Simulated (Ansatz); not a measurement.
Runs of Ansatz 0.2.0 on Ge. Symmetry: Fd-3m, No. 227, cubic system. The conventional cell has a = 5.658 Å, b = 5.658 Å, c = 5.658 Å, α = 90.00°, β = 90.00°, γ = 90.00°. Ge (site symmetry -43m) is surrounded by 4 Ge at 2.45 Å. 

```csv
task,level,spin,points for each segment of the path,q mesh,gap on the mesh (eV),pressure (GPa)
band structure,LDA,off,14,-,none,-1.3
density of states,PBEsol,off,-,-,none,0.6
band structure,PBEsol,"SOC, no magnetisation",14,-,none,(a)
phonons,PBEsol,off,8,2 × 2 × 2,none,-
```

Alike in all rows: potentials or basis Ansatz PAW; cell as given; k mesh 8 × 8 × 8; cutoff (eV) 420; smearing fermi-dirac 0.05 eV.

**Question.** Estimate the missing entries.

**Answer.** (a) 0.7.

Caveats: the PAW data sets come from PBE, with cores solved anew for the run's functional, which leaves a small shift of forces and pressure; this crystal is a semiconductor, whose small gap the functional closes, so the metal is an error of the method (some runs).

A k mesh can miss the band edges, and rows without SOC leave out spin-orbit coupling on Ge.

A gap of «none» marks a metal or a gap under the smearing width.

Runs at the PBE level aren't shown here.
